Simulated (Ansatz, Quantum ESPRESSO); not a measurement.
**CuAl and the pressure, program beside program**

The cell as given:

The structure is cubic, space group Pm-3m (No. 221). Conventional cell: a = 2.998 Å, b = 2.998 Å, c = 2.998 Å, α = 90.00°, β = 90.00°, γ = 90.00°. Around Cu (site symmetry m-3m) lie 8 Al at 2.60 Å. Al (site symmetry m-3m) has 8 Cu at 2.60 Å as nearest neighbours.

The cell comes from a database or a generator and needn't be the stable form of this composition.

Kept alike: task relaxation of cell and atoms; functional PBEsol; k mesh 9 × 9 × 9; occupations fermi-dirac, width 0.05 eV; no spin polarisation. The mesh is that of the run's cell of 2 atoms. No spin-orbit coupling.

- A: Ansatz, Ansatz PAW, made for PBE, cutoff 420 eV
- B: Quantum ESPRESSO, GBRV 1.5 PBEsol, cutoff 871 eV

```csv
pressure (GPa),A: volume (Å³/atom),B: volume (Å³/atom)
0,12.929,12.934
2,12.735,12.738
5,12.472,12.470
10,12.093,12.088
20,11.486,11.478
```

Values on potentials made for another functional: all of A. Values hold for each row's relaxed cell, which stops near the pressure aimed at. Ansatz's stress holds its Pulay term. The runs follow the start's structure, whether or not it is the stable one at these pressures. For a metal such a mesh leaves the last digits unconverged.

Question: How large is the effect of the pressure, and do the programs agree on it?

Answer: From 0 to 20 GPa the volume moves by -1.443 in A, -1.456 in B (Å³/atom). Row by row the programs differ by 0.002 to 0.008, and over this span the shifts, as printed, agree within about 1 %.
